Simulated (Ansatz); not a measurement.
# armchair graphene nanoribbon (N = 9, H edges): bands by functional and under strain, part 3 of 3

Aim: is the armchair graphene nanoribbon (N = 9, H edges) a metal or a semiconductor?

Ansatz 0.2.0; DFT PBE, plane waves, PAW; relaxation of a wire's period (the session's first sound run).

So far, band gap (eV): step 3 (the perfect wire, PBE) 0.787; step 4 (levels at the same atoms, level LDA, cutoff 420 eV, LDA PBE) 0.778; step 5 (another level of theory, level PBEsol, cutoff 420 eV, PBEsol PBE) 0.785; step 6 (another level of theory, level r2SCAN, cutoff 500 eV, r2SCAN PBE) 0.847.

**8. At a strained period, period over the relaxed period 0.97, k-mesh 1×1×15**

This step: DFT PBE, plane waves, PAW; relaxation at a fixed period (Ansatz 0.2.0).

The period is set to 0.97 times the relaxed one and the atoms relax within it: strain changes bond lengths and angles, which shifts the bands against each other. Against the first PBE run of this kind, the mesh along the wire has 15 points against 19.

The cell differs from the one that the last finished run ended in (c 4.297 → 4.168 Å).

The input, input.yaml:

```yaml
crystal:
  lattice:
    - [18.691, 0.0, 0.0]
    - [0.0, 7.0, 0.0]
    - [0.0, 0.0, 4.1680981751]
  atoms:
    - { symbol: C, position: [0.23791053, 0.5, 0.006905819] }
    - { symbol: C, position: [0.367991555, 0.5, 7.7466e-05] }
    - { symbol: C, position: [0.5, 0.5, 0.999270138] }
    - { symbol: C, position: [0.632008445, 0.5, 7.7466e-05] }
    - { symbol: C, position: [0.76208947, 0.5, 0.006905819] }
    - { symbol: C, position: [0.23791053, 0.5, 0.326427514] }
    - { symbol: C, position: [0.367991555, 0.5, 0.333255867] }
    - { symbol: C, position: [0.5, 0.5, 0.334063195] }
    - { symbol: C, position: [0.632008445, 0.5, 0.333255867] }
    - { symbol: C, position: [0.76208947, 0.5, 0.326427514] }
    - { symbol: H, position: [0.186648736, 0.5, 0.446107673] }
    - { symbol: H, position: [0.813351264, 0.5, 0.446107673] }
    - { symbol: C, position: [0.30221811, 0.5, 0.498595387] }
    - { symbol: C, position: [0.434280331, 0.5, 0.500602437] }
    - { symbol: C, position: [0.565719669, 0.5, 0.500602437] }
    - { symbol: C, position: [0.69778189, 0.5, 0.498595387] }
    - { symbol: C, position: [0.30221811, 0.5, 0.834737946] }
    - { symbol: C, position: [0.434280331, 0.5, 0.832730896] }
    - { symbol: C, position: [0.565719669, 0.5, 0.832730896] }
    - { symbol: C, position: [0.69778189, 0.5, 0.834737946] }
    - { symbol: H, position: [0.186648736, 0.5, 0.88722566] }
    - { symbol: H, position: [0.813351264, 0.5, 0.88722566] }
kpoints:
  mp_grid: { grid: [1, 1, 15] }
  band_path: { path: ["Γ", Z], npoints: 50 }
scf:
  occupations: { method: fermi_dirac, width: 0.05 }
hamiltonian:
  xc: pbe
relax:
  max_steps: 40
  f_tol: 0.02
output:
  stress: true
```

Run with:

```
$ ansatz run input.yaml --threads 8 --pin off --max-ram 16384MiB --backend cpu --events-out ev --progress --plain --runs-dir out
```

Numbers of over 12 decimals in the logs are rounded to 6 here.

The program printed:

```text
Warning: output.stress: scf.convergence.dr2_threshold = 1e-7 eV (the SCF's general default) is looser than the 2.2e-9 eV advised for a printed stress (1e-10 eV for each atom of the cell: 22). What an SCF threshold leaves in a stress goes as its square root, and in the free energy as the threshold itself, and one threshold admits the most on a small cell: [figures from the program's tests cut] Every solve of this run  [...]
[...]
Crystal: 22 atoms, lattice volume = 545.341 Å³
Basis set: ecut = 420 eV, 10625 PW (Γ), exchange–correlation on 250×96×60 points (8 copies of the dense FFT grid, shifted against one another)
Bands: 60, of which v1, the nominal top of the filled ones, is band 38 counted from 1 (37 counted from 0)
Symmetry: 8 space group operations
[...]
k-points: 8 of 15
[...]
SCF iter   1: F=—  HF=-4579.678385 eV  |F-HF|=—  |Δ(HF+E_count)|=         —  Δρ=2.47e-3  dr2=1.15e-1  ethr=1.77e-3  ⟨swp⟩=10.8  Hψ=2973  notcnv=0  defer=73
[...]
SCF iter   6: F=-4579.655449 eV  HF=-4579.655448 eV  |F-HF|=3.69e-7  |Δ(HF+E_count)|=   7.86e-5  Δρ=3.19e-5  dr2=3.98e-6  ethr=1.32e-8  ⟨swp⟩=4.9  Hψ=1438  notcnv=0
SCF 1 converged in 6 iterations: F = -4579.655449 eV  dr2 = 3.98e-6
[...]
relax step   1: F+E_penalty+E_count = -4579.65544864 eV  Δ(F+E_penalty+E_count) = +0.000e0 eV  max|allowed force component| = 1.218e0 eV/Å  Δτ_max = 0.0000 Å  (6 SCF iters, dr2 threshold 1.00e-5 eV, accepted)
[...]
SCF iter   5: F=-4579.725376 eV  HF=-4579.725394 eV  |F-HF|=1.82e-5  |Δ(HF+E_count)|=   7.08e-5  Δρ=7.71e-5  dr2=3.14e-5  ethr=1.22e-7  ⟨swp⟩=3.8  Hψ=1544  notcnv=0
SCF 2 converged in 5 iterations: F = -4579.725376 eV  dr2 = 3.14e-5
[...]
relax step   2: F+E_penalty+E_count = -4579.72537618 eV  Δ(F+E_penalty+E_count) = -6.993e-2 eV  max|allowed force component| = 3.128e-1 eV/Å  Δτ_max = 0.0333 Å  (5 SCF iters, dr2 threshold 9.27e-5 eV, accepted)
SCF iter   1: F=—  HF=-4579.735659 eV  |F-HF|=—  |Δ(HF+E_count)|=         —  Δρ=1.58e-3  dr2=7.09e-3  ethr=1.03e-4  ⟨swp⟩=3.5  Hψ=1039  notcnv=0  defer=109
[...]
SCF iter   5: F=-4579.733983 eV  HF=-4579.733983 eV  |F-HF|=2.37e-7  |Δ(HF+E_count)|=   1.34e-5  Δρ=9.81e-6  dr2=6.48e-7  ethr=8.05e-9  ⟨swp⟩=4.0  Hψ=1633  notcnv=0
SCF 3 converged in 5 iterations: F = -4579.733983 eV  dr2 = 6.48e-7
[...]
relax step   3: F+E_penalty+E_count = -4579.73398280 eV  Δ(F+E_penalty+E_count) = -8.607e-3 eV  max|allowed force component| = 5.891e-2 eV/Å  Δτ_max = 0.0129 Å  (5 SCF iters, dr2 threshold 6.12e-6 eV, accepted)
SCF iter   1: F=—  HF=-4579.734171 eV  |F-HF|=—  |Δ(HF+E_count)|=         —  Δρ=2.09e-4  dr2=1.38e-4  ethr=1.58e-6  ⟨swp⟩=2.6  Hψ=993  notcnv=0  defer=106
[...]
SCF iter   5: F=-4579.734192 eV  HF=-4579.734192 eV  |F-HF|=3.90e-8  |Δ(HF+E_count)|=   1.46e-7  Δρ=2.90e-6  dr2=6.02e-8  ethr=1.32e-10  ⟨swp⟩=3.9  Hψ=1617  notcnv=0
SCF 4 converged in 5 iterations: F = -4579.734192 eV  dr2 = 6.02e-8
relax step   4: F+E_penalty+E_count = -4579.73419163 eV  Δ(F+E_penalty+E_count) = -2.088e-4 eV  max|allowed force component| = 3.241e-3 eV/Å  Δτ_max = 0.0020 Å  (5 SCF iters, accepted)
[...]
the band table was solved once a step of the walk had ended and its energy, with any forces and stress, was formed, with the checks that follow a solve (3506 applications of the Hamiltonian). They found nothing against the state; the energy, forces and stress were not computed again (output.eigenvalues in the input reference)
[...]
SCF converged after 5 iterations
Free energy (F): -4579.734192 eV
[...]
Internal energy: -4579.733554 eV  (E = F + TS)
E sigma→0 (E₀):  -4579.733873 eV
Entropy (-TS):   -0.000637 eV (-0.029 meV/atom)
Fermi energy:    -0.471357 eV
[...]
--- Forces (eV/Å), atoms counted from 1 ---
  atom   1  C      0.00211222    -0.00000000     0.00126456
  atom   2  C      0.00090207    -0.00000000     0.00036784
  atom   3  C     -0.00000000     0.00000000    -0.00324130
  atom   4  C     -0.00090207    -0.00000000     0.00036784
  atom   5  C     -0.00211222    -0.00000000     0.00126456
  atom   6  C      0.00211222     0.00000000    -0.00126456
  atom   7  C      0.00090207     0.00000000    -0.00036784
  atom   8  C      0.00000000    -0.00000000     0.00324130
  atom   9  C     -0.00090207     0.00000000    -0.00036784
  atom  10  C     -0.00211222     0.00000000    -0.00126456
  atom  11  H     -0.00208367     0.00000000     0.00091436
  atom  12  H      0.00208367     0.00000000     0.00091436
  atom  13  C     -0.00093697    -0.00000000    -0.00174166
  atom  14  C      0.00238960    -0.00000000    -0.00261232
  atom  15  C     -0.00238960    -0.00000000    -0.00261232
  atom  16  C      0.00093697     0.00000000    -0.00174166
  atom  17  C     -0.00093697    -0.00000000     0.00174166
  atom  18  C      0.00238960     0.00000000     0.00261232
  atom  19  C     -0.00238960     0.00000000     0.00261232
  atom  20  C      0.00093697     0.00000000     0.00174166
  atom  21  H     -0.00208367    -0.00000000    -0.00091436
  atom  22  H      0.00208367    -0.00000000    -0.00091436
  max |Σ_I F_I| component: 8.67e-19 eV/Å
--- Stress (GPa, compression-positive) ---
       -0.002369       0.000000      -0.000000
        0.000000       0.115480      -0.000000
       -0.000000      -0.000000       8.632467
  P = ⅓ Tr σ = 2.9152 GPa (29.152 kbar)
--- Band table (eV; the first three rows and the last of 8) ---
  k-point 0: bands = [... 34 lower, -2.4422, -1.8089, -1.7805, -0.7109, -0.2318, 0.7855, 0.8247, 1.2174, ... 18 higher]
  k-point 1: bands = [... 34 lower, -2.6317, -2.0018, -1.8496, -1.1348, 0.1812, 0.8321, 1.0215, 1.4421, ... 18 higher]
  k-point 2: bands = [... 34 lower, -3.0963, -2.5057, -1.9767, -1.7323, 0.7496, 0.8643, 1.5739, 2.0118, ... 18 higher]
  k-point 7: bands = [... 34 lower, -4.4926, -3.8436, -3.4595, -3.0665, 1.2754, 1.8801, 2.2740, 3.4741, ... 18 higher]
--- Relaxed structure (4 steps of the walk, 4 accepted, 0 SCFs on fresh bases) ---
  F+E_penalty+E_count = -4579.73419163 eV   max|allowed force component| = 3.241e-3 eV/Å
  atoms:
    - { symbol: C, position: [0.236038, 0.500000, 0.00397004] }
    - { symbol: C, position: [0.367257, 0.500000, -0.00108161] }
    - { symbol: C, position: [0.5, 0.500000, 0.998405] }
    - { symbol: C, position: [0.632743, 0.500000, -0.00108161] }
    - { symbol: C, position: [0.763962, 0.500000, 0.00397004] }
    - { symbol: C, position: [0.236038, 0.500000, 0.329363] }
    - { symbol: C, position: [0.367257, 0.500000, 0.334415] }
    - { symbol: C, position: [0.5, 0.500000, 0.334928] }
    - { symbol: C, position: [0.632743, 0.500000, 0.334415] }
    - { symbol: C, position: [0.763962, 0.500000, 0.329363] }
    - { symbol: H, position: [0.185234, 0.500000, 0.454997] }
    - { symbol: H, position: [0.814766, 0.500000, 0.454997] }
    - { symbol: C, position: [0.301162, 0.500000, 0.497521] }
    - { symbol: C, position: [0.433891, 0.500000, 0.499427] }
    - { symbol: C, position: [0.566109, 0.500000, 0.499427] }
    - { symbol: C, position: [0.698838, 0.500000, 0.497521] }
    - { symbol: C, position: [0.301162, 0.500000, 0.835812] }
    - { symbol: C, position: [0.433891, 0.500000, 0.833906] }
    - { symbol: C, position: [0.566109, 0.500000, 0.833906] }
    - { symbol: C, position: [0.698838, 0.500000, 0.835812] }
    - { symbol: H, position: [0.185234, 0.500000, 0.878336] }
    - { symbol: H, position: [0.814766, 0.500000, 0.878336] }
```

Run time: 15 s. Hardware: 8 threads of Arm Neoverse V2, shared host; peak memory 1.9 GiB; 1.9 min of CPU time.

Step by step:

```tsv
step	energy less that of the first step (eV)	largest force component (eV/Å)
1	0.0000	1.2179
2	-0.0699	0.3128
3	-0.0785	0.0589
4	-0.0787	0.0032
```

Forces are held to the 8 operations that the run works with; a distortion that breaks them can't arise in this run.

The atoms that moved most (Å):

```tsv
atom	dx	dy	dz	length
H21	-0.026	0.000	-0.037	0.046
H11	-0.026	0.000	0.037	0.046
H22	0.026	0.000	-0.037	0.046
H12	0.026	0.000	0.037	0.046
C10	0.035	0.000	0.012	0.037
C5	0.035	0.000	-0.012	0.037
C6	-0.035	0.000	0.012	0.037
C1	-0.035	0.000	-0.012	0.037
```

The relaxed structure:

```xyz
22
Lattice="18.6910 0.0000 0.0000 0.0000 7.0000 0.0000 0.0000 0.0000 4.1681" Properties=species:S:1:pos:R:3
C     4.4118    3.5000    0.0165
C     6.8644    3.5000   -0.0045
C     9.3455    3.5000    4.1614
C    11.8266    3.5000   -0.0045
C    14.2792    3.5000    0.0165
C     4.4118    3.5000    1.3728
C     6.8644    3.5000    1.3939
C     9.3455    3.5000    1.3960
C    11.8266    3.5000    1.3939
C    14.2792    3.5000    1.3728
H     3.4622    3.5000    1.8965
H    15.2288    3.5000    1.8965
C     5.6290    3.5000    2.0737
C     8.1099    3.5000    2.0817
C    10.5811    3.5000    2.0817
C    13.0620    3.5000    2.0737
C     5.6290    3.5000    3.4837
C     8.1099    3.5000    3.4758
C    10.5811    3.5000    3.4758
C    13.0620    3.5000    3.4837
H     3.4622    3.5000    3.6610
H    15.2288    3.5000    3.6610
```

Numbers from this step:

- energy at zero smearing: -4579.7339 eV
- band gap: 0.4791 eV

The electronic bands at the labelled points (eV, zero at the Fermi level):

```tsv
point	band 35	band 36	band 37	band 38	band 39	band 40	band 41	band 42
Γ	-1.97	-1.34	-1.31	-0.24	0.24	1.26	1.30	1.69
halfway	-3.10	-2.83	-2.30	-1.91	1.51	2.19	2.39	3.03
Z	-4.18	-3.28	-3.09	-2.59	1.73	2.49	2.60	4.17
```

The gap is 0.479 eV, against 0.787 eV under PBE at the relaxed period.

**9. At a strained period, period over the relaxed period 1.03, k-mesh 1×1×14**

The period is set to 1.03 times the relaxed one and the atoms relax within it: strain changes bond lengths and angles, which shifts the bands against each other. Against the first PBE run of this kind, the mesh along the wire has 14 points against 19.

The cell differs from the one that the last finished run ended in (c 4.168 → 4.426 Å).

Edit input.yaml of step 8 so:

```diff
@@ -4,3 +4,3 @@
     - [0.0, 7.0, 0.0]
-    - [0.0, 0.0, 4.1680981751]
+    - [0.0, 0.0, 4.4259186808]
   atoms:
@@ -29,3 +29,3 @@
 kpoints:
-  mp_grid: { grid: [1, 1, 15] }
+  mp_grid: { grid: [1, 1, 14] }
   band_path: { path: ["Γ", Z], npoints: 50 }
```

The program printed:

```text
[...]
Crystal: 22 atoms, lattice volume = 579.074 Å³
Basis set: ecut = 420 eV, 11335 PW (Γ), exchange–correlation on 250×96×60 points (8 copies of the dense FFT grid, shifted against one another)
Bands: 60, of which v1, the nominal top of the filled ones, is band 38 counted from 1 (37 counted from 0)
Symmetry: 8 space group operations
[...]
- { symbol: H, position: [0.812296, 0.500000, 0.436469] }
[...]
- { symbol: C, position: [0.303029, 0.500000, 0.834171] }
    - { symbol: C, position: [0.434582, 0.500000, 0.832064] }
    - { symbol: C, position: [0.565418, 0.500000, 0.832064] }
    - { symbol: C, position: [0.696971, 0.500000, 0.834171] }
    - { symbol: H, position: [0.187704, 0.500000, 0.896865] }
    - { symbol: H, position: [0.812296, 0.500000, 0.896865] }
[key lines of the parts left out:]
SCF converged after 4 iterations
Free energy (F): -4579.780583 eV
Fermi energy:    -0.872797 eV
P = ⅓ Tr σ = -2.4223 GPa (-24.223 kbar)
```

Elapsed: 18 s, on 8 threads; peak memory 2 GiB; 2.3 min of CPU time.

The steps of the relaxation:

```tsv
step	energy less that of the first step (eV)	largest force component (eV/Å)
1	0.0000	0.8272
2	-0.0520	0.2693
3	-0.0573	0.0445
4	-0.0574	0.0235
5	-0.0574	0.0013
```

Forces are held to the 8 operations that the run works with; a distortion that breaks them can't arise in this run.

The atoms that moved most (Å):

```tsv
atom	dx	dy	dz	length
H22	-0.020	0.000	0.043	0.047
H21	0.020	0.000	0.043	0.047
H12	-0.020	0.000	-0.043	0.047
H11	0.020	0.000	-0.043	0.047
C6	0.030	0.000	-0.013	0.033
C1	0.030	0.000	0.013	0.033
C10	-0.030	0.000	-0.013	0.033
C5	-0.030	0.000	0.013	0.033
```

Final coordinates:

```cif
data_structure
_symmetry_space_group_name_H-M 'P 1'
_symmetry_Int_Tables_number 1
_cell_length_a 18.6910
_cell_length_b 7.0000
_cell_length_c 4.4259
_cell_angle_alpha 90.000
_cell_angle_beta 90.000
_cell_angle_gamma 90.000
_cell_volume 579.07
loop_
_atom_site_label
_atom_site_type_symbol
_atom_site_fract_x
_atom_site_fract_y
_atom_site_fract_z
_atom_site_occupancy
C1 C 0.23952 0.50000 0.00976 1
C2 C 0.36857 0.50000 0.00066 1
C3 C 0.50000 0.50000 0.99960 1
C4 C 0.63143 0.50000 0.00066 1
C5 C 0.76048 0.50000 0.00976 1
C6 C 0.23952 0.50000 0.32357 1
C7 C 0.36857 0.50000 0.33268 1
C8 C 0.50000 0.50000 0.33373 1
C9 C 0.63143 0.50000 0.33268 1
C10 C 0.76048 0.50000 0.32357 1
H11 H 0.18770 0.50000 0.43647 1
H12 H 0.81230 0.50000 0.43647 1
C13 C 0.30303 0.50000 0.49916 1
C14 C 0.43458 0.50000 0.50127 1
C15 C 0.56542 0.50000 0.50127 1
C16 C 0.69697 0.50000 0.49916 1
C17 C 0.30303 0.50000 0.83417 1
C18 C 0.43458 0.50000 0.83206 1
C19 C 0.56542 0.50000 0.83206 1
C20 C 0.69697 0.50000 0.83417 1
H21 H 0.18770 0.50000 0.89686 1
H22 H 0.81230 0.50000 0.89686 1
```

This step gave:

```
band gap : 1.076 eV
```

Electronic bands along the path, in eV, zero at the Fermi level:

```tsv
point	band 35	band 36	band 37	band 38	band 39	band 40	band 41	band 42
Γ	-2.30	-1.62	-0.90	-0.54	0.54	1.03	1.35	1.65
halfway	-3.06	-2.42	-2.15	-1.60	1.53	2.19	2.39	3.10
Z	-3.82	-2.96	-2.69	-2.19	1.86	2.53	2.80	4.11
```

The gap is 1.08 eV, against 0.787 eV under PBE at the relaxed period.

**10. Results**

| Item | Value |
| --- | --- |
| cell length, PBE | 4.297 Å |
| conductance, PBE | 4.9e-7 G₀ |
| gap, PBE | 0.787 eV |
| gap, LDA | 0.778 eV |
| gap, PBEsol | 0.785 eV |
| gap, r2SCAN | 0.847 eV |
| gap, period scaled by 0.97 | 0.479 eV |
| gap, period scaled by 1.03 | 1.08 eV |

In words: Under PBE the cell's length is 4.30 Å, and a gap of 0.79 eV makes it a semiconductor. At the relaxed period the wire is gapped under every functional, from 0.78 eV (LDA) to 0.85 eV (r2SCAN). Weak screening in one dimension makes quasiparticle gaps larger than the semilocal gaps, as a rule. Strain matters: under PBE the gap goes from 0.79 eV to 0.479 eV at 0.97 times the period and 1.08 eV at 1.03 times the period. Transport is coherent and elastic here: the atoms are frozen, so scattering by vibrations plays no part.

[Logs are printed without paths, hosts, clocks, repeated set-up lines and the standing remarks that a program may print on its own settings, such as how far it seeks lower states.]

[Hosts, paths, dates, database ids (printed as entryN), source tags and the programs' standing remarks are cut or masked in the printed files.]
